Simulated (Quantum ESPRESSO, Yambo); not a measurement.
# A GW run on AlN (P6_3mc) in Yambo, with inputs changed

A base run on AlN (P6_3mc), then changed inputs.

Calculated with Yambo 5.3.0; PBE and many-body steps on it, plane waves.

The database entry behind the starting cell differs from later determinations by our own check (inner coordinate u about 0.002 short), so it need not match the best structure at ambient conditions.

## Step 1: The starting structure

Symmetry: P6_3mc, No. 186, hexagonal system. Conventional cell: a = 3.113 Å, b = 3.113 Å, c = 4.981 Å, α = 90.00°, β = 90.00°, γ = 120.00°. Nearest to Al lie 4 N at 1.89 Å. Nearest to N lie 4 Al at 1.89 Å. Farther neighbours and most contacts between anions are not listed.

Structure file:

```xyz
4
Lattice="3.1130 0.0000 0.0000 -1.5565 2.6959 0.0000 0.0000 0.0000 4.9810" Properties=species:S:1:pos:R:3 pbc="T T T"
Al    0.0000    1.7973    0.0000
Al    1.5565    0.8986    2.4905
N     0.0000    1.7973    1.8928
N     1.5565    0.8986    4.3833
```

The cell and positions come from the Crystallography Open Database and are kept as given unless a step says otherwise.

## Step 2: Base

This step: Yambo 5.3.0; G0W0 on PBE, plane waves, norm-conserving pseudopotentials.

Now the one-shot GW correction: screening in the RPA, then the self-energy of the levels asked for.

File gw2.in:

```
HF_and_locXC
gw0
dyson
ppa
em1d
rim_cut
RandQpts= 1000000
RandGvec= 1 RL
EXXRLvcs= 72 Ry
VXCRLvcs= 288 Ry
Chimod= "HARTREE"
% BndsRnXp
 1 | 209 |
%
NGsBlkXp= 17 Ry
% LongDrXp
 1 | 1 | 1 |
%
% GbndRnge
 1 | 209 |
%
DysSolver= "n"
ExtendOut
PPAPntXp= 27.21138 eV
% QPkrange
 1 | 1 | 7 | 10 |
%
```

The run is started by

```bash
> OMP_NUM_THREADS=1 mpirun -n 4 yambo -F gw2.in -J gw2 -C gw2 > gw2.log
```

Log:

```text
 Yambo, version 5.3.0

 [02] CORE Variables Setup
 =========================

  [... cell, symmetries and grids as in the set-up ...]

  [02.05] Energies & Occupations
  ==============================

  [X] === General ===
  [X] Electronic Temperature                        :  0.000000  0.000000 [eV K]
  [X] Bosonic    Temperature                        :  0.000000  0.000000 [eV K]
  [X] Finite Temperature mode                       : no
  [X] El. density                                   :  0.38275E+24 [cm-3]
  [X] Fermi Level                                   :  7.106664 [eV]

  [X] === Gaps and Widths ===
  [X] Conduction Band Min                           :  4.220509 [eV]
  [X] Valence Band Max                              :  0.000000 [eV]
  [X] Filled Bands                                  :   8
  [X] Empty Bands                                   :     9   501
  [X] Direct Gap                                    :  4.220509 [eV]
  [X] Direct Gap localized at k                     :  1
  [X] Indirect Gap                                  :  4.220509 [eV]
  [X] Indirect Gap between kpts                     :  1  1
  [X] Last valence band width                       :  2.371270 [eV]
  [X] 1st conduction band width                     :  3.218767 [eV]

 [03] Transferred momenta grid and indexing
 ==========================================

 IBZ Q-points                                      :  10
 BZ  Q-points                                      :   36

 K/Q-points units:
 rlu = crystal or reduced units; cc = cartesian coordinates; iku = interal k-units

 Q [ 1]         [rlu]:  0.000000  0.000000  0.000000
 Q [ 2]         [rlu]:  0.000000  0.000000  0.250000
 Q [ 3]         [rlu]:  0.000000  0.000000 -0.500000
 Q [ 4]         [rlu]: -0.40821E-19  0.33333       0.0000
 Q [ 5]         [rlu]: -0.40821E-19  0.33333      0.25000
 Q [ 6]         [rlu]: -0.40821E-19  0.33333     -0.50000
 Q [ 7]         [rlu]:  0.333333  0.333333  0.000000
 Q [ 8]         [rlu]:  0.333333  0.333333  0.250000
 Q [ 9]         [rlu]:  0.333333  0.333333 -0.500000
 Q [10]         [rlu]:  0.40821E-19 -0.33333      0.25000

 [04] Coloumb potential Random Integration (RIM)
 ===============================================

  [04.01] RIM initialization
  ==========================

  * Diagonal components only detected *

  8 x (sBL volume)        :  0.195400 [a.u.]
  sBZ random points       :  1000000
  Points outside the sBZ  :   7994252
  RL volume               :  0.879301 [a.u.]
  Integrated volume       :  0.879933 [a.u.]

  [04.02] RIM integrals
  =====================

  Gamma point sphere radius             :  0.105259 [a.u.]
  Points outside the sphere             :   811608
  [Int_sBZ(q=0) 1/q^2]*(Vol_sBZ)^(-1/3) =:  7.236165
                                 should be <:  7.795600

  Summary of Coulomb integrals for non-metallic bands |Q|[au] RIM/Bare

  Q [1] 0.100000E-4 0.928237 * Q [2] 0.166880 0.646012
  Q [3] 0.333760 0.872534 * Q [4] 0.411102 1.143679
  Q [10] 0.443682 1.087027 * Q [5] 0.443682 1.086663
  Q [6] 0.529529 1.022105 * Q [7] 0.712050 1.044470
  Q [8] 0.731344 1.037865 * Q [9] 0.786391 1.024498

 [WARNING] [Xp] User bands 1-209 break level degeneracy

 [05] Dipoles
 ============

  [05.01] Setup: observables and procedures
  =========================================

  [WARNING] [x,Vnl] slows the Dipoles computation. To neglect it rename the ns.kb_pp file

 [06] Dynamic Dielectric Matrix (PPA)
 ====================================

 [WR./gw2//ndb.pp]---------------------------------------------------------------
  Brillouin Zone Q/K grids (IBZ/BZ)                :   10   36   10   36
  RL vectors                                       :   3777 [WF]
  Coulomb cutoff potential                         : none
  Electronic Temperature                           :  0.000000 [K]
  Bosonic    Temperature                           :  0.000000 [K]
  PPA    diel. fun.  energies                      : Perdew, Burke & Ernzerhof(X)+Perdew, Burke & Ernzerhof(C)
  wavefunctions                                    : Perdew, Burke & Ernzerhof(X)+Perdew, Burke & Ernzerhof(C)
  Global Gauge                                     : length
  X matrix size                                    :   325
  X band range                                     :    1  209
  X e/h energy range                               : -1.000000 -1.000000 [eV]
  X Time ordering                                  : R
  X Hxc Kernel                                     : HARTREE
  X Drude frequency                                :  0.000000  0.000000
  X poles                                          :  100.0000 [o/o]
  RL vectors in the sum                            :   3777
  [r,Vnl] included                                 : yes
  Field direction                                  :  0.577350E-5  0.577350E-5  0.577350E-5
  BZ energy Double Grid                            : no
  BZ energy DbGd points                            : 0
  BZ Q point size factor                           : -1.000000
  X Optical Averaged directions                    : none

 [07] Local Exchange-Correlation + Non-Local Fock
 ================================================

 [VXC] Plane waves :  23187
 [EXS] Plane waves :  2875

 QP @ state[ 1 ] K range:  1  1
 QP @ state[ 1 ] b range:   7  10

 [xc] Functional : Perdew, Burke & Ernzerhof(X)+Perdew, Burke & Ernzerhof(C)
 [xc] LIBXC used to calculate xc functional
  PP Number of Atomic Species                      :  2
  NLCC RL compoments                               :  23187
  PP Number of Atomic Species                      :  2
  NLCC RL compoments                               :  23187

 [xc] E_xc :  -6.931593 [Ha]
      E_xc :  -13.86319 [Ry]

  Local XC kind (lXC) : Perdew, Burke & Ernzerhof(X)+Perdew, Burke & Ernzerhof(C)
  Non-Local XC kind (nlXC) : Hartree-Fock

  Corrections @ K [1] :  [eV]
 <7|nlXC|7> = -21.12496 -0.14039E-16 <7|lXC|7> = -16.99289  0.37763E-15
 <8|nlXC|8> = -20.86447 -0.20802E-16 <8|lXC|8> = -17.08523  0.18882E-15
 <9|nlXC|9> = -7.867130 -0.16316E-17 <9|lXC|9> = -12.50474 -0.56645E-15
 <10|nlXC|10> = -5.604894  0.83243E-18 <10|lXC|10> = -10.79204  0.18882E-15

 [08] Dyson equation: Newton solver
 ==================================

  [08.01] G0W0 (W PPA)
  ====================

  [  GW  ] Bands range     :    1  209
  [GW/PPA] G damping       :  0.100000 [eV]

  QP @ state[ 1 ] K range:  1  1
  QP @ state[ 1 ] b range:   7  10

   Sc/G bands                                       :    1  209
   Sc/G damping                                     :  0.100000 ev
   Sc bands terminator                              : no
   Sx RL components                                 :  2875

   QP @ state[ 1 ] K range                          :  1  1
   QP @ state[ 1 ] b range                          :   7  10
   GF energies kind                                 : Perdew, Burke & Ernzerhof(X)+Perdew, Burke & Ernzerhof(C)
   GF WF`s kind                                     : Perdew, Burke & Ernzerhof(X)+Perdew, Burke & Ernzerhof(C)
   Xs energies kind                                 : Perdew, Burke & Ernzerhof(X)+Perdew, Burke & Ernzerhof(C)
   Xs WF`s kind                                     : Perdew, Burke & Ernzerhof(X)+Perdew, Burke & Ernzerhof(C)

 [11] Game Over & Game summary
```

Wall time 87 s (4 MPI ranks of Arm Neoverse V1, shared host); peak memory 1.6 GiB; 5.7 min of CPU time.

Numbers from this step:

```
G0W0 gap on the points computed              : 5.605 eV
starting gap on the mesh                     : 4.221 eV
k of the valence top                         : 0, 0, 0
k of the conduction bottom                   : 0, 0, 0
least direct G0W0 gap on the computed points : 5.605 eV
Z at the valence top                         : 0.7924
Z at the conduction bottom                   : 0.8190
```

The gap on the mesh goes from 4.22 eV to 5.60 eV, a correction of +1.38 eV.

## Step 3: Pole fitted at another frequency

File gw6.in:

```
HF_and_locXC
gw0
dyson
ppa
em1d
rim_cut
RandQpts= 1000000
RandGvec= 1 RL
EXXRLvcs= 72 Ry
VXCRLvcs= 288 Ry
Chimod= "HARTREE"
% BndsRnXp
 1 | 209 |
%
NGsBlkXp= 17 Ry
% LongDrXp
 1 | 1 | 1 |
%
% GbndRnge
 1 | 209 |
%
DysSolver= "n"
ExtendOut
PPAPntXp= 50 eV
% QPkrange
 1 | 1 | 7 | 10 |
%
```

The run is started by

```bash
> OMP_NUM_THREADS=1 mpirun -n 4 yambo -F gw6.in -J gw6 -C gw6 > gw6.log
```

Log:

```text
 Yambo, version 5.3.0

 [02] CORE Variables Setup
 =========================

  [... cell, symmetries and grids as in the set-up ...]

  [02.05] Energies & Occupations
  ==============================

  [X] === General ===
  [X] Electronic Temperature                        :  0.000000  0.000000 [eV K]
  [X] Bosonic    Temperature                        :  0.000000  0.000000 [eV K]
  [X] Finite Temperature mode                       : no
  [X] El. density                                   :  0.38275E+24 [cm-3]
  [X] Fermi Level                                   :  7.106664 [eV]

  [X] === Gaps and Widths ===
  [X] Conduction Band Min                           :  4.220509 [eV]
  [X] Valence Band Max                              :  0.000000 [eV]
  [X] Filled Bands                                  :   8
  [X] Empty Bands                                   :     9   501
  [X] Direct Gap                                    :  4.220509 [eV]
  [X] Direct Gap localized at k                     :  1
  [X] Indirect Gap                                  :  4.220509 [eV]
  [X] Indirect Gap between kpts                     :  1  1
  [X] Last valence band width                       :  2.371270 [eV]
  [X] 1st conduction band width                     :  3.218767 [eV]

 [03] Transferred momenta grid and indexing
 ==========================================

 IBZ Q-points                                      :  10
 BZ  Q-points                                      :   36

 K/Q-points units:
 rlu = crystal or reduced units; cc = cartesian coordinates; iku = interal k-units

 Q [ 1]         [rlu]:  0.000000  0.000000  0.000000
 Q [ 2]         [rlu]:  0.000000  0.000000  0.250000
 Q [ 3]         [rlu]:  0.000000  0.000000 -0.500000
[...]
================================================

 [VXC] Plane waves :  23187
 [EXS] Plane waves :  2875

 QP @ state[ 1 ] K range:  1  1
 QP @ state[ 1 ] b range:   7  10

 [xc] Functional : Perdew, Burke & Ernzerhof(X)+Perdew, Burke & Ernzerhof(C)
 [xc] LIBXC used to calculate xc functional
  PP Number of Atomic Species                      :  2
  NLCC RL compoments                               :  23187
  PP Number of Atomic Species                      :  2
  NLCC RL compoments                               :  23187

 [xc] E_xc :  -6.931593 [Ha]
      E_xc :  -13.86319 [Ry]

  Local XC kind (lXC) : Perdew, Burke & Ernzerhof(X)+Perdew, Burke & Ernzerhof(C)
  Non-Local XC kind (nlXC) : Hartree-Fock

  Corrections @ K [1] :  [eV]
 <7|nlXC|7> = -21.12496 -0.14039E-16 <7|lXC|7> = -16.99289  0.37763E-15
 <8|nlXC|8> = -20.86447 -0.20802E-16 <8|lXC|8> = -17.08523  0.18882E-15
 <9|nlXC|9> = -7.867130 -0.16316E-17 <9|lXC|9> = -12.50474 -0.56645E-15
 <10|nlXC|10> = -5.604894  0.83243E-18 <10|lXC|10> = -10.79204  0.18882E-15

 [08] Dyson equation: Newton solver
 ==================================

  [08.01] G0W0 (W PPA)
  ====================

  [  GW  ] Bands range     :    1  209
  [GW/PPA] G damping       :  0.100000 [eV]

  QP @ state[ 1 ] K range:  1  1
  QP @ state[ 1 ] b range:   7  10

   Sc/G bands                                       :    1  209
   Sc/G damping                                     :  0.100000 ev
   Sc bands terminator                              : no
   Sx RL components                                 :  2875

   QP @ state[ 1 ] K range                          :  1  1
   QP @ state[ 1 ] b range                          :   7  10
   GF energies kind                                 : Perdew, Burke & Ernzerhof(X)+Perdew, Burke & Ernzerhof(C)
   GF WF`s kind                                     : Perdew, Burke & Ernzerhof(X)+Perdew, Burke & Ernzerhof(C)
   Xs energies kind                                 : Perdew, Burke & Ernzerhof(X)+Perdew, Burke & Ernzerhof(C)
   Xs WF`s kind                                     : Perdew, Burke & Ernzerhof(X)+Perdew, Burke & Ernzerhof(C)

 [11] Game Over & Game summary
```

The job ended after 86 s (4 MPI ranks; peak memory 1.6 GiB).

Numbers from this step:

```
G0W0 gap on the points computed              : 5.645 eV
starting gap on the mesh                     : 4.221 eV
k of the valence top                         : 0, 0, 0
k of the conduction bottom                   : 0, 0, 0
least direct G0W0 gap on the computed points : 5.645 eV
Z at the valence top                         : 0.8015
Z at the conduction bottom                   : 0.8274
```

Against G0W0 in Yambo (3×3×4 mesh, 209 bands, screening to 231.3 eV, Godby-Needs plasmon pole), the gap moves by +0.041 eV.

## Step 4: More bands than the database holds

File gw8.in:

```
HF_and_locXC
gw0
dyson
ppa
em1d
rim_cut
RandQpts= 1000000
RandGvec= 1 RL
EXXRLvcs= 72 Ry
VXCRLvcs= 288 Ry
Chimod= "HARTREE"
% BndsRnXp
 1 | 1503 |
%
NGsBlkXp= 17 Ry
% LongDrXp
 1 | 1 | 1 |
%
% GbndRnge
 1 | 1503 |
%
DysSolver= "n"
ExtendOut
PPAPntXp= 27.21138 eV
% QPkrange
 1 | 1 | 7 | 10 |
%
```

The run is started by

```bash
> OMP_NUM_THREADS=1 mpirun -n 4 yambo -F gw8.in -J gw8 -C gw8 > gw8.log
```

Log:

```text
 Yambo, version 5.3.0

 [02] CORE Variables Setup
 =========================

  [... cell, symmetries and grids as in the set-up ...]

  [02.05] Energies & Occupations
  ==============================

  [X] === General ===
  [X] Electronic Temperature                        :  0.000000  0.000000 [eV K]
  [X] Bosonic    Temperature                        :  0.000000  0.000000 [eV K]
  [X] Finite Temperature mode                       : no
  [X] El. density                                   :  0.38275E+24 [cm-3]
  [X] Fermi Level                                   :  7.106664 [eV]

  [X] === Gaps and Widths ===
  [X] Conduction Band Min                           :  4.220509 [eV]
  [X] Valence Band Max                              :  0.000000 [eV]
  [X] Filled Bands                                  :   8
  [X] Empty Bands                                   :     9   501
  [X] Direct Gap                                    :  4.220509 [eV]
  [X] Direct Gap localized at k                     :  1
  [X] Indirect Gap                                  :  4.220509 [eV]
  [X] Indirect Gap between kpts                     :  1  1
  [X] Last valence band width                       :  2.371270 [eV]
  [X] 1st conduction band width                     :  3.218767 [eV]

 [03] Transferred momenta grid and indexing
 ==========================================

 IBZ Q-points                                      :  10
 BZ  Q-points                                      :   36

 K/Q-points units:
 rlu = crystal or reduced units; cc = cartesian coordinates; iku = interal k-units

 Q [ 1]         [rlu]:  0.000000  0.000000  0.000000
 Q [ 2]         [rlu]:  0.000000  0.000000  0.250000
 Q [ 3]         [rlu]:  0.000000  0.000000 -0.500000
[...]
Q [ 8]         [rlu]:  0.333333  0.333333  0.250000
 Q [ 9]         [rlu]:  0.333333  0.333333 -0.500000
 Q [10]         [rlu]:  0.40821E-19 -0.33333      0.25000

 [04] Coloumb potential Random Integration (RIM)
 ===============================================

  [04.01] RIM initialization
  ==========================

  * Diagonal components only detected *

  8 x (sBL volume)        :  0.195400 [a.u.]
  sBZ random points       :  1000000
  Points outside the sBZ  :   7994252
  RL volume               :  0.879301 [a.u.]
  Integrated volume       :  0.879933 [a.u.]

  [04.02] RIM integrals
  =====================

  Gamma point sphere radius             :  0.105259 [a.u.]
  Points outside the sphere             :   811608
  [Int_sBZ(q=0) 1/q^2]*(Vol_sBZ)^(-1/3) =:  7.236165
                                 should be <:  7.795600

  Summary of Coulomb integrals for non-metallic bands |Q|[au] RIM/Bare

  Q [1] 0.100000E-4 0.928237 * Q [2] 0.166880 0.646012
  Q [3] 0.333760 0.872534 * Q [4] 0.411102 1.143679
  Q [10] 0.443682 1.087027 * Q [5] 0.443682 1.086663
  Q [6] 0.529529 1.022105 * Q [7] 0.712050 1.044470
  Q [8] 0.731344 1.037865 * Q [9] 0.786391 1.024498

 [05] Dipoles
 ============

  [05.01] Setup: observables and procedures
  =========================================

  [RD./SAVE//ns.kb_pp_pwscf]------------------------------------------------------

[ERROR] STOP signal received while in[05.01] Setup: observables and procedures
[ERROR] Error in parallel wf distribution (Dipole ic)
```

Elapsed: 3.2 s, on 4 MPI ranks; peak memory 0.95 GiB.

The run stopped with an error after 3.2 s.

The program's words: [ERROR] STOP signal received while in[05.01] Setup: observables and procedures [ERROR] Error in parallel wf distribution (Dipole ic)

The fault put into this input: more bands than the database holds.

## Step 5: The runs together

Times are wall times on 4 MPI ranks of Arm Neoverse V1, shared host, good to a factor of about two.

| run | mesh | bands | screening cutoff (eV) | DFT gap (eV) | gap on the mesh (eV) | direct (eV) | time |
| --- | --- | --- | --- | --- | --- | --- | --- |
| base | 3×3×4 | 209 | 231.3 | 4.221 | 5.605 | 5.605 | 87 s |
| pole fitted at another frequency | 3×3×4 | 209 | 231.3 | 4.221 | 5.645 | 5.645 | 86 s |

## Step 6: What came out

```yaml
base: 5.605 eV
pole_fitted_at_another_frequency: 5.645 eV
known_limits: not at the basis limit; coarse k mesh
```

In words: Pole fitted at another frequency: +0.041 eV against base (keys changed: PPAPntXp). Bands and cutoff are finite, so the gap is not at the basis limit. The miss can reach some tenths of an eV and take either sign; the mesh is an error of its own. In the G0W0 runs levels were corrected at 1 k point alone, so a gap called «on the mesh» is the least over those, and an edge elsewhere would be missed. The 3×3×4 mesh is coarse for this cell, which bears on the long-range parts of exchange and screening.

[Paths, hosts, dates, memory and timing lines, banners, echoed tables and standing remarks are left out of the program output.]

[Logs are printed without paths, hosts, clocks, repeated set-up lines and the standing remarks that a program may print on its own settings, such as how far it seeks lower states.]

[Runs of the session that timed out or met a known fault of the program may be left out.]

[Hosts, paths, dates, database ids (printed as entryN), source tags and the programs' standing remarks are cut or masked in the printed files.]
